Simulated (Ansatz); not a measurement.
**Br (Pm-3m), stationary points along a deformation path**

Level of theory: DFT PBE+D3(BJ), scalar-relativistic, plane waves, PAW (Ansatz 0.2.0). Cutoff 420 eV, Γ-centred 12×12×12 k-points, Gaussian smearing of 0.15 eV. No spin polarisation. Energies are free energies at this smearing, counted from the undisturbed cell; pressure is positive in compression.

The undisturbed cell (relaxed at this level; this simple cubic form isn't the usual structure):

```
Br
1.0
     4.48108    0.00000    0.00000
     0.00000    4.48108    0.00000
     0.00000    0.00000    4.48108
Br
3
Direct
  0.50000 0.00000 0.00000
  0.00000 0.50000 0.00000
  0.00000 0.00000 0.50000
```

At fixed volume and fractional coordinates, lengths along (0.000, 0.000, 1.000) are scaled against those across it; ρ is that ratio over its starting value. V = 29.994 Å³/atom. Δσ is the stress along the axis less the mean stress across it (compression positive).

| ρ | ΔE (meV/atom) | Δσ (GPa) | space group |
| --- | --- | --- | --- |
| 0.707 | -42.4 | 0.46 | P4/mmm |
| 0.780 | -38.6 | -1.06 | P4/mmm |
| 0.850 | -22.7 | -1.74 | P4/mmm |
| 1.000 | 0.0 | 0.00 | Pm-3m |
| 1.200 | -21.6 | 1.53 | P4/mmm |
| 1.300 | -36.5 | 1.39 | P4/mmm |
| 1.414 | -50.3 | 1.26 | P4/mmm |

Question: How does the stress give the slope of the energy, and where is the energy stationary?

Answer: Along the path d ln(length) is 2/3 d ln ρ on the axis and −1/3 d ln ρ across it, so dE/d ln ρ = −(2/3) V Δσ: the energy falls with ρ where Δσ is positive. Δσ vanishes or changes sign between ρ = 0.707 and 0.780, a minimum (near 0.73 by linear interpolation); at ρ = 1.000 (Pm-3m), a maximum at 0.0 meV/atom. Pairs of stationary points between two samples would go unseen, and could change a minimum read from distant neighbours into a maximum. At ρ = 1.000 the cell is cubic, where symmetry alone makes the stress isotropic and the slope zero.

Question: Is the start the lowest point of the path?

Answer: No: ρ = 1.414 lies 50.3 meV/atom lower, with no sampled rise above the start on the way. Volume and inner coordinates are held, so a relaxed structure there would lie lower still.

In a metal these slopes depend on the k mesh and the smearing.